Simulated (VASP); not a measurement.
# Pb (Fm-3m) in VASP: further runs

One crystal, Pb, is run at these levels: PBE, PBEsol; tasks: equation of state.

Everything below comes from runs of VASP 6.6.1. Logs are shortened: lines on timing, memory, paths and dates and some standing lists are left out, and cuts for length are marked.

### Step 1. Starting point

The structure is cubic, space group Fm-3m (No. 225). Conventional cell: a = 4.950 Å, b = 4.950 Å, c = 4.950 Å, α = 90.00°, β = 90.00°, γ = 90.00°. Pb (site symmetry m-3m) is surrounded by 12 Pb at 3.50 Å.

### Step 2. Equation of state, PBE, 28.50 Å³/atom (volume scaled by 0.94)

INCAR reads:

```
PREC     = Accurate       # precision mode
ENCUT    = 520            # plane-wave cutoff, eV
EDIFF    = 1E-7           # SCF threshold, eV
ISMEAR   = -1             # smearing method
SIGMA    = 0.05           # smearing width, eV
LREAL    = False          # projectors in reciprocal space
LASPH    = True           # aspherical terms in the spheres
NELM     = 60             # most SCF steps
ALGO     = Normal         # electronic algorithm
ISIF     = 2              # what is computed and relaxed
LWAVE    = False          # write WAVECAR
LCHARG   = False          # write CHGCAR
GGA      = PE             # functional
NBANDS   = 13             # bands
```

KPOINTS reads:

```
Automatic mesh
0
Gamma
  9 9 9
```

POSCAR reads:

```
Pb
1.0
    0.0000000000      2.4244952108      2.4244952108
    2.4244952108      0.0000000000      2.4244952108
    2.4244952108      2.4244952108      0.0000000000
Pb
1
Direct
    0.0000000000      0.0000000000      0.0000000000
```

Potentials or basis: VASP PAW PBE potentials, release 64 (Pb_d).

The run is started by

```
> cat potpaw_PBE.64/Pb_d/POTCAR > POTCAR
> mpirun -np 1 vasp_std > vasp.out
```

OUTCAR:

```text
PREC = Accurate
   ENCUT = 520
   EDIFF = 1E-7
   ISMEAR = -1
   LREAL = False
   LASPH = True
   NELM = 60
   ISIF = 2
   GGA = PE

 ion  position               nearest neighbor table
   1  0.000  0.000  0.000-

  LATTYP: Found a face centered cubic cell.
 ALAT       =     4.8489904216

  Lattice vectors:

 A1 = (   0.0000000000,   2.4244952108,   2.4244952108)
 A2 = (   2.4244952108,   0.0000000000,   2.4244952108)
 A3 = (   2.4244952108,   2.4244952108,   0.0000000000)

Analysis of symmetry for initial positions (statically):
=====================================================================
 Subroutine PRICEL returns:
 Original cell was already a primitive cell.

 Routine SETGRP: Setting up the symmetry group for a
 face centered cubic supercell.

 Subroutine GETGRP returns: Found 48 space group operations
 (whereof 48 operations were pure point group operations)
 out of a pool of 48 trial point group operations.

The static configuration has the point symmetry O_h .

Analysis of symmetry for dynamics (positions and initial velocities):
=====================================================================
 Subroutine PRICEL returns:
 Original cell was already a primitive cell.

 Routine SETGRP: Setting up the symmetry group for a
 face centered cubic supercell.

 Subroutine GETGRP returns: Found 48 space group operations
 (whereof 48 operations were pure point group operations)
 out of a pool of 48 trial point group operations.

The dynamic configuration has the point symmetry O_h .

 Subroutine INISYM returns: Found 48 space group operations
 (whereof 48 operations are pure point group operations),
 and found     1 'primitive' translations

----------------------------------------------------------------------------------------

                                     Primitive cell

  volume of cell :      28.5032

  direct lattice vectors                    reciprocal lattice vectors
     0.000000000  2.424495211  2.424495211    -0.206228496  0.206228496  0.206228496
     2.424495211  0.000000000  2.424495211     0.206228496 -0.206228496  0.206228496
     2.424495211  2.424495211  0.000000000     0.206228496  0.206228496 -0.206228496

  length of vectors
     3.428754009  3.428754009  3.428754009     0.357198232  0.357198232  0.357198232

  position of ions in fractional coordinates (direct lattice)
     0.000000000  0.000000000  0.000000000

  ion indices of the primitive-cell ions
   primitive index   ion index
                 1           1

----------------------------------------------------------------------------------------

 KPOINTS: Automatic mesh

Automatic generation of k-mesh.
 Grid dimensions read from file:
 generate k-points for:    9    9    9

 Generating k-lattice:

  Cartesian coordinates                     Fractional coordinates (reciprocal lattice)
    -0.022914277  0.022914277  0.022914277     0.111111111  0.000000000  0.000000000
     0.022914277 -0.022914277  0.022914277     0.000000000  0.111111111  0.000000000
     0.022914277  0.022914277 -0.022914277     0.000000000  0.000000000  0.111111111

  Length of vectors
     0.039688692  0.039688692  0.039688692

  Shift w.r.t. Gamma in fractional coordinates (k-lattice)
     0.000000000  0.000000000  0.000000000

 Subroutine IBZKPT returns following result:
 ===========================================

 Found     35 irreducible k-points:

 Following reciprocal coordinates:
            Coordinates               Weight
  0.000000  0.000000  0.000000      1.000000
  0.111111  0.000000  0.000000      8.000000
  0.222222  0.000000  0.000000      8.000000
  0.333333  0.000000  0.000000      8.000000
  0.444444  0.000000  0.000000      8.000000
  0.111111  0.111111  0.000000      6.000000
[... 27 lines left out ...]
 -0.333333  0.444444  0.111111     24.000000
 -0.333333  0.444444  0.222222     24.000000
   k-points           NKPTS =     35   k-points in BZ     NKDIM =     35   number of bands    NBANDS=     13
   number of dos      NEDOS =    301   number of ions     NIONS =      1
   total plane-waves  NPLWV =  21952
   dimension x,y,z NGX =    28 NGY =   28 NGZ =   28
   dimension x,y,z NGXF=    56 NGYF=   56 NGZF=   56
   ions per type =               1
   NGX,Y,Z   is equivalent  to a cutoff of  13.58, 13.58, 13.58 a.u.
   NGXF,Y,Z  is equivalent  to a cutoff of  27.15, 27.15, 27.15 a.u.
 SYSTEM =  unknown system
   PREC   = accura    normal or accurate (medium, high low for compatibility)
   ISTART =      0    job   : 0-new  1-cont  2-samecut
   ICHARG =      2    charge: 1-file 2-atom 10-const
   ISPIN  =      1    spin polarized calculation?
   LNONCOLLINEAR =      F non collinear calculations
   LSORBIT =      F    spin-orbit coupling
   LASPH  =      T    aspherical Exc in radial PAW
   ENCUT  =  520.0 eV  38.22 Ry    6.18 a.u.   6.38  6.38  6.38*2*pi/ulx,y,z
   NELM   =     60;   NELMIN=  2; NELMDL= -5     # of ELM steps
   EDIFF  = 0.1E-06   stopping-criterion for ELM
   LREAL  =      F    real-space projection
   EDIFFG = 0.1E-05   stopping-criterion for IOM
   NSW    =      0    number of steps for IOM
   IBRION =     -1    ionic relax: 0-MD 1-quasi-New 2-CG
   NFREE  =      0    steps in history (QN), initial steepest desc. (CG)
   ISIF   =      2    stress and relaxation
   ISYM   =      2    0-nonsym 1-usesym 2-fastsym
   POTIM  = 0.5000    time-step for ionic-motion
   TEBEG  =    0.0;   TEEND  =   0.0 temperature during run
   PSTRESS=    0.0 pullay stress
   NELECT =      14.0000    total number of electrons
   NUPDOWN=      -1.0000    fix difference up-down
   EMIN   =  10.00;   EMAX   =-10.00  energy-range for DOS
   EFERMI =   0.00;   METHOD = LEGACY
   ISMEAR =    -1;   SIGMA  =   0.05  broadening in eV -4-tet -1-fermi 0-gaus
   EFERMI_NEDOS =   21; number of points for ismear=-14 and -15
   IALGO  =     38    algorithm
   IMIX   =      4    mixing-type and parameters
     AMIX     =   0.40;   BMIX     =  1.00
     AMIX_MAG =   1.60;   BMIX_MAG =  1.00
  volume/ion in A,a.u.               =      28.50       192.35
  Fermi-wavevector in a.u.,A,eV,Ry     =   1.291674  2.440910 22.700248  1.668421
  Thomas-Fermi vector in A             =   2.423429
   LORBIT       =      0    0 simple, 1 ext, 2 COOP (PROOUT), +10 PAW based schemes
   GGA     = PE    functional components
   LHFCALC =     F    Hartree Fock is set to
   AEXX    =    0.0000 exact exchange contribution
   IVDW    =     0    specifies the selected vdW correction
   LEPSILON=     F    determine dielectric tensor
   LRPA    =     F    only Hartree local field effects (RPA)
 non-spin polarized calculation
  energy-cutoff  :      520.00
  volume of cell :       28.50
 maximum number of plane-waves:       779
 NGX is ok and might be reduce to    28
   NGX = 13   NGY = 13   NGZ = 13

 number of electron      14.0000001 magnetization

 Free energy of the ion-electron system (eV)
  ---------------------------------------------------
  ext. energy  EPLUGINS =         0.00000000
  ---------------------------------------------------
  free energy    TOTEN  =        -3.52451710 eV

  energy without entropy =       -3.52120129  energy(sigma->0) =       -3.52285920

 E-fermi :   7.8218     XC(G=0): -10.4861

 val. band max:        7.8183072387   @ k =  -0.2222   0.3333   0.1111
 cond. band min:       8.1226284870   @ k =   0.3333   0.3333   0.0000
 fundamental gap:      0.3043212483
 Fermi energy:         7.8218336524

 k-point     1 :       0.0000    0.0000    0.0000
  band No.  band energies     occupation
      1      -9.1286      2.00000
      2      -9.1286      2.00000
      3      -9.1286      2.00000
      4      -8.9592      2.00000
      5      -8.9592      2.00000
      6      -4.1943      2.00000
      7      15.9136      0.00000
      8      15.9136      0.00000
      9      15.9136      0.00000
     10      17.7907      0.00000
     11      20.1318      0.00000
     12      20.9525      0.00000
     13      20.9525      0.00000

 k-point     2 :       0.1111    0.0000    0.0000
  band No.  band energies     occupation
      1      -9.1302      2.00000
      2      -9.1090      2.00000
      3      -9.1090      2.00000
      4      -8.9597      2.00000
      5      -8.9597      2.00000
      6      -3.9406      2.00000
      7      13.4019      0.00000
      8      15.6128      0.00000
      9      15.6128      0.00000
     10      17.5009      0.00000
     11      20.9310      0.00000
     12      21.4915      0.00000
     13      21.4915      0.00000

 k-point     3 :       0.2222    0.0000    0.0000
  band No.  band energies     occupation
      1      -9.1393      2.00000
      2      -9.0857      2.00000
      3      -9.0857      2.00000
      4      -8.9333      2.00000
      5      -8.9333      2.00000
      6      -3.1768      2.00000
      7       9.7334      0.00000
      8      14.9708      0.00000
      9      14.9708      0.00000
     10      17.2546      0.00000
     11      20.1576      0.00000
     12      21.0103      0.00000
     13      21.0103      0.00000
[... 481 lines left out ...]
 k-point    34 :      -0.3333    0.4444    0.1111
  band No.  band energies     occupation
      1      -9.2096      2.00000
      2      -9.1248      2.00000
      3      -8.9164      2.00000
      4      -8.8811      2.00000
      5      -8.7729      2.00000
      6       1.3991      2.00000
      7       5.5145      2.00000
      8       7.1121      2.00000
      9       9.5497      0.00000
     10      16.2713      0.00000
     11      19.0704      0.00000
     12      23.2728      0.00000
     13      23.9102      0.00000

 k-point    35 :      -0.3333    0.4444    0.2222
  band No.  band energies     occupation
      1      -9.1248      2.00000
      2      -9.1074      2.00000
      3      -9.0101      2.00000
      4      -8.8982      2.00000
      5      -8.7720      2.00000
      6       1.2529      2.00000
      7       6.0538      2.00000
      8       7.0373      2.00000
      9       8.7649      0.00000
     10      18.7269      0.00000
     11      19.6998      0.00000
     12      20.7740      0.00000
     13      22.8020      0.00000

------------------------ aborting loop because EDIFF is reached ----------------------------------------

  FORCE on cell =-STRESS in cart. coord.  units (eV):
  Direction    XX          YY          ZZ          XY          YZ          ZX
  --------------------------------------------------------------------------------------
  -------------------------------------------------------------------------------------
  Total        1.0530202      1.0530202      1.0530202      0.0000000      0.0000000      0.0000000
  in kB       59.1906773     59.1906773     59.1906773      0.0000000      0.0000000      0.0000000
  external PRESSURE =      59.1906773 kB  Pullay stress =       0.0000000 kB

 VOLUME and BASIS-vectors are now :
 -----------------------------------------------------------------------------
  energy-cutoff  :      520.00
  volume of cell :       28.50
      direct lattice vectors                 reciprocal lattice vectors
     0.000000000  2.424495211  2.424495211    -0.206228496  0.206228496  0.206228496
     2.424495211  0.000000000  2.424495211     0.206228496 -0.206228496  0.206228496
     2.424495211  2.424495211  0.000000000     0.206228496  0.206228496 -0.206228496

 POSITION                                       TOTAL-FORCE (eV/Angst)
 -----------------------------------------------------------------------------------
      0.00000      0.00000      0.00000         0.000000      0.000000      0.000000
 -----------------------------------------------------------------------------------
    total drift:                               -0.000000      0.000000      0.000000

  FREE ENERGIE OF THE ION-ELECTRON SYSTEM (eV)
  ---------------------------------------------------
  free  energy   TOTEN  =        -3.5245171045 eV

  energy  without entropy=       -3.5212012913  energy(sigma->0) =       -3.52285920
```

Wall time 9.7 s (1 thread of AMD EPYC 9R45 (Zen 5), shared host); peak memory 0.12 GiB.

Results:

```
Free energy            : -3.5245 eV
Pressure               : 5.9 GPa
Band gap on the k mesh : none (metal or under the smearing width)
```

(Continued in part 2 of 2.)
